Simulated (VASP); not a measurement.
Ga4As3P: relaxation of cell and atoms with PBE

Ga4As3P:

```
CELL_PARAMETERS angstrom
4.21615 0.00000 0.00000
0.00000 4.21615 0.00000
0.00000 0.00000 11.87416
ATOMIC_POSITIONS crystal
Ga 0.50000 0.00000 0.60787
Ga 0.00000 0.50000 0.39213
Ga 0.50000 0.00000 0.13068
Ga 0.00000 0.50000 0.86932
P 0.00000 0.00000 0.50000
As 0.50000 0.50000 0.26162
As 0.00000 0.00000 0.00000
As 0.50000 0.50000 0.73838
```

The cell was built by a generator and needn't be a form met in nature.

```
Program                : VASP 6.6.1
Task                   : relaxation of cell and atoms
Functional             : PBE
Potentials or basis    : VASP PAW PBE potentials, release 64 (Ga_d, P, As)
Cutoff                 : 520 eV
k mesh                 : 3 × 3 × 2
Occupations            : gaussian, width 0.15 eV
Spin                   : no spin polarisation
Further INCAR settings : PREC = Normal; ALGO = Fast; EDIFF = 0.0001; IBRION = 2; EDIFFG = -0.08; NSW = 24; ISIF = 3
```

| Property | Result |
| --- | --- |
| Relaxed volume | 23.14 Å³/atom |
| Relaxed cell | a = 4.100 Å, b = 4.100 Å, c = 11.011 Å, α = 90.00°, β = 90.00°, γ = 90.00° |
| Space group after relaxing (to 0.05 Å) | P-4m2 (No. 115) |
| Energy gained by relaxing | 79.2 meV/atom |
| Ionic steps | 13 |
| Pressure after relaxing | 0.0 GPa |
| Largest force after relaxing | 0.047 eV/Å |
| Band gap on the k mesh | 0.26 eV, direct |

Forces in eV/Å, atoms in the order of the input:
```
Ga   0.000  0.000  0.043
Ga   0.000  0.000 -0.043
Ga   0.000  0.000 -0.047
Ga   0.000  0.000  0.047
P    0.000  0.000  0.000
As   0.000  0.000 -0.030
As   0.000  0.000  0.000
As   0.000  0.000  0.030
```

Stress tensor (GPa, compression positive):
```
-0.10  0.00  0.00
 0.00 -0.10  0.00
 0.00  0.00  0.12
```

The path:
```
step  energy change (eV)  largest force (eV/Å)  pressure (GPa)  volume (Å³)
   1              0.0000                0.8014           -5.60       211.07
   2             -0.5636                0.5141            0.48       184.11
   3             -0.5635                0.5659            0.36       184.34
   4             -0.6030                0.2523            0.19       184.74
   5             -0.6177                0.2737            0.06       185.08
   6             -0.6187                0.2779            0.15       185.16
   7             -0.6280                0.1096           -0.60       185.98
   8             -0.6285                0.1041           -0.67       186.08
   9             -0.6325                0.0850            0.69       184.99
  10             -0.6320                0.1488           -0.17       185.18
  11             -0.6323                0.0872            0.30       185.08
  12             -0.6322                0.1284            0.03       185.10
  13             -0.6336                0.0472           -0.03       185.08
```

Final structure:
```yaml
crystal:
  lattice:
    - [4.09991, 0.00000, 0.00000]
    - [0.00000, 4.09991, 0.00000]
    - [0.00000, 0.00000, 11.01066]
  atoms:
    - { symbol: Ga, position: [0.50000, 0.00000, 0.61667] }
    - { symbol: Ga, position: [0.00000, 0.50000, 0.38333] }
    - { symbol: Ga, position: [0.50000, 0.00000, 0.12883] }
    - { symbol: Ga, position: [0.00000, 0.50000, 0.87117] }
    - { symbol: P, position: [0.00000, 0.00000, 0.50000] }
    - { symbol: As, position: [0.50000, 0.50000, 0.25634] }
    - { symbol: As, position: [0.00000, 0.00000, 0.00000] }
    - { symbol: As, position: [0.50000, 0.50000, 0.74366] }
```

Levels at points of the mesh, in eV from the valence-band top:
| k point | band 32 | band 33 | band 34 | band 35 | band 36 | band 37 | band 38 | band 39 | band 40 | band 41 |
| --- | --- | --- | --- | --- | --- | --- | --- | --- | --- | --- |
| (0.00, 0.00, 0.00) | -1.76 | -1.76 | -0.21 | -0.21 | 0.00 | 0.26 | 1.06 | 1.23 | 1.67 | 1.74 |
| (0.00, 0.00, 0.50) | -1.91 | -0.95 | -0.95 | -0.73 | -0.73 | 0.94 | 1.16 | 1.93 | 2.09 | 2.12 |

It took 2.7 min on 1 thread of Intel(R) Xeon(R) 6975P-C (Granite Rapids) (shared host), peak memory 0.23 GiB.

Caveat: the k mesh is coarse (spacing up to 0.50 Å⁻¹), so the values aren't converged; the relaxation stopped at a loose force limit of 0.08 eV/Å, so its end isn't a converged minimum. As with any semilocal functional, this PBE gap is likely too small.
